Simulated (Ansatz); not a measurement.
GaN (zincblende) from LDA to hybrids

All numbers come from Ansatz 0.2.0. The values are computed, non-magnetic, and not measurements.

The cell is GaN (zincblende); cell and atoms were relaxed with r2SCAN. It is cubic, F-43m (No. 216); conventional cell a = 4.498 Å, 11.37 Å³ an atom. Ga is surrounded by 4 N at 1.95 Å; N is surrounded by 4 Ga at 1.95 Å.

```xyz
2
Lattice="0.0000 2.2490 2.2490 2.2490 0.0000 2.2490 2.2490 2.2490 0.0000" Properties=species:S:1:pos:R:3 pbc="T T T"
Ga    0.0000    0.0000    0.0000
N     1.1245    1.1245    1.1245
```

Relaxed lattice by functional, symmetry kept:
```json
{"functional": "PBE", "k mesh": "10×10×10", "a (Å)": "4.548", "volume (Å³/atom)": "11.76"}
{"functional": "r2SCAN", "k mesh": "8×8×8", "a (Å)": "4.498", "volume (Å³/atom)": "11.37"}
{"functional": "PBEsol", "k mesh": "8×8×8", "a (Å)": "4.498", "volume (Å³/atom)": "11.38"}
{"functional": "LDA", "k mesh": "8×8×8", "a (Å)": "4.455", "volume (Å³/atom)": "11.05"}
```

On this one geometry the levels give:
```csv
level,k mesh,gap (eV),kind,edges,least direct gap (eV),rough cost
LDA,10×10×10,1.77,direct,Γ,1.77,2.9 core-seconds
PBE,10×10×10,1.76,direct,Γ,1.76,4 core-seconds
PBE+SOC,10×10×10,1.75,direct,Γ,1.75,10 core-seconds
r2SCAN,10×10×10,2.17,direct,Γ,2.17,6 core-seconds
r2SCANh,6×6×6,2.88,direct,Γ,2.88,60 core-seconds
HSE06,6×6×6,3.01,direct,Γ,3.01,50 core-seconds
HSE06+SOC,6×6×6,3.00,direct,Γ,3.00,4 core-minutes
DDH-PBE0,6×6×6,3.05,direct,Γ,3.05,60 core-seconds
PBE0,6×6×6,3.70,direct,Γ,3.70,50 core-seconds
r2SCAN0,6×6×6,3.99,direct,Γ,3.99,60 core-seconds
"G0W0@PBE (67 empty bands, 120 eV, 6×6×6)",6×6×6,2.84,–,Γ (mesh),–,30 core-seconds
"G0W0@PBE (168 empty bands, 220 eV, 6×6×6)",6×6×6,2.84,–,Γ (mesh),–,3 core-minutes
```
PBE: smearing of 0.02 eV; the others have fixed occupations.
Wave cutoffs: 420 eV, 500 eV (r2SCAN, r2SCANh, r2SCAN0).
The G0W0 gap is PBE's gap over the path plus the quasiparticle shift read on the mesh. G0W0 values are finite-basis, finite-mesh values.
Costs come from shared machines and give only the order; PBE's includes the band path. The runs had 4 threads of Arm Neoverse V1 (shared host).

HSE06 gives a direct gap of 3.01 eV at Γ. Spin-orbit coupling changes the PBE gap by 0.00 eV, to 1.75 eV; at Γ the threefold valence level splits into a fourfold and a twofold level 0.012 eV apart, the fourfold one on top. Spin-orbit coupling changes the HSE06 gap by -0.01 eV, to 3.00 eV; at Γ the threefold valence level splits into a fourfold and a twofold level 0.021 eV apart, the fourfold one on top.

r2SCAN covers 33 % of the step from PBE to HSE06, while HSE06 needs about 9 times r2SCAN's cost (on a coarser mesh). Spin-orbit coupling moves the least or the direct gap by up to 0.01 eV, so it can be left out where a tenth of an eV counts. Among these functionals the gap stays direct.

r2SCAN (ground state on 8×8×8): The electronic dielectric tensor ε∞ is 5.50 in all directions. Born charges, averaged over directions: Ga +2.67, N -2.67 e. PBE (ground state on 8×8×8): ε∞: 5.93 in all directions. Born charges, averaged over directions: Ga +2.67, N -2.67 e.

On the PBEsol cell (a = 4.498 Å), with PBEsol: The optical mode at Γ lies at 537 cm⁻¹ without the longitudinal term. With the long-range field the highest mode reaches 712 cm⁻¹. By the program's warning the force constants, and with them frequencies and ε⁰, aren't converged on this mesh. The clamped-ion dielectric constant comes out as 6.01 in all directions. With the ions relaxed, ε⁰ is 10.6 in all directions. Born charges, averaged over directions: Ga +2.66, N -2.66 e.

Only the levels marked +SOC include spin-orbit coupling.

The meshes of the hybrids are coarse, so their gaps aren't converged to the digits shown.

With a shallow d shell on the cation, G0W0 converges slowly in bands and cutoff, so these values are in doubt.
